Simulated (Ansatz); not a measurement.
## Tetragonal deformation path in SnSe

Computed with DFT PBE+D3(BJ), scalar-relativistic, plane waves, PAW in Ansatz 0.2.0. The runs took a 420 eV cutoff, a Γ-centred 12×12×12 mesh and Gaussian smearing (0.05 eV). No spin polarisation. Energies are free energies at this smearing, counted from the undisturbed cell; pressure is positive in compression.

The undisturbed cell (as given, not relaxed at this level; it stands at -1.1 GPa; this rock-salt form isn't the usual structure):

```
Sn Se
1.0
     0.00000    3.01000    3.01000
     3.01000    0.00000    3.01000
     3.01000    3.01000    0.00000
Sn Se
1 1
Direct
  0.00000 0.00000 0.00000
  0.50000 0.50000 0.50000
```

At fixed volume and fractional coordinates, lengths along (0.000, 0.000, 1.000) are scaled against those across it; ρ is that ratio over its starting value.

```tsv
ρ	ΔE (meV/atom)	pressure (GPa)	gap on the mesh (eV)
0.650	1587.0	24.6	0.00
0.707	965.0	16.8	0.00
0.780	495.5	6.7	0.00
0.850	213.4	2.4	0.00
0.920	53.4	0.0	0.12
0.960	?	?	0.31
1.000	0.0	-1.1	0.39
1.050	?	-0.7	?
1.100	56.2	0.1	0.00
1.200	181.5	2.8	0.00
1.300	?	?	0.00
1.414	552.4	?	0.00
1.500	717.0	13.0	0.00
```

Where the gap reads zero the k-mesh, chosen for the insulator, is on the coarse side.

(1) Give the withheld values.

## Answers

(1) ΔE (meV/atom) at ρ = 0.960: 12.2; pressure (GPa) at ρ = 0.960: -0.8; ΔE (meV/atom) at ρ = 1.050: 15.6; gap on the mesh (eV) at ρ = 1.050: 0.22; ΔE (meV/atom) at ρ = 1.300: 342.4; pressure (GPa) at ρ = 1.300: 6.3; pressure (GPa) at ρ = 1.414: 10.4.